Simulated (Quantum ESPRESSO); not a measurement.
## MgTe: zone-centre phonons under several settings

```
Te Mg
1.0
     0.00000    3.23200    3.23200
     3.23200    0.00000    3.23200
     3.23200    3.23200    0.00000
Te Mg
1 1
Cartesian
  1.6160 1.6160 1.6160
  0.0000 0.0000 0.0000
```

The cell comes from a database or a generator and needn't be the stable form of this composition.

All runs used Quantum ESPRESSO 7.5; k mesh 2 × 2 × 2, shifted; relaxed cell; no spin polarisation; cutoff 1143 eV; occupations smeared at first, fixed for the response.

```csv
level,potentials,volume (Å³/atom),lowest optical mode without the field (cm⁻¹),sum of the Born charges (e)
LDA,PseudoDojo 0.4.1 SR LDA standard,32.45,244,-0.44
PBE,PseudoDojo 0.4.1 SR PBE standard,34.60,233,-0.36
PBEsol,PseudoDojo 0.4.1 SR PBEsol standard,33.51,237,-0.41
PW91,PseudoDojo 0.4.1 SR PBE standard,?,?,?
revPBE,PseudoDojo 0.4.1 SR PBE standard,35.52,227,-0.32
WC,PseudoDojo 0.4.1 SR PBE standard,33.58,239,-0.41
vdW-DF-cx,PseudoDojo 0.4.1 SR PBE standard,33.82,241,-0.36
```

Q: What stands in the row left open?

A: Volume 34.47 Å³/atom; lowest optical mode without the field 238 cm⁻¹; sum of the Born charges -0.36 e.

Caveats: all runs use coarse meshes; before the sum rule the acoustic modes lie tens of cm⁻¹ from zero, a sign that the density grid also shifts the optical modes (some runs); the potentials were made for another functional, which shifts forces and pressure (some runs).

For the row left open. Caveat: the k mesh is coarse (spacing up to 0.84 Å⁻¹), so the values aren't converged; the mesh is thin for the dielectric tensor, Born charges and intensities, which usually come out too large; the potentials were made for another functional, which shifts forces and pressure; before the sum rule the acoustic modes lie tens of cm⁻¹ from zero, a sign that the density grid also shifts the optical modes; the Born charges break their sum rule by 0.36 e, a sign of too thin a mesh.
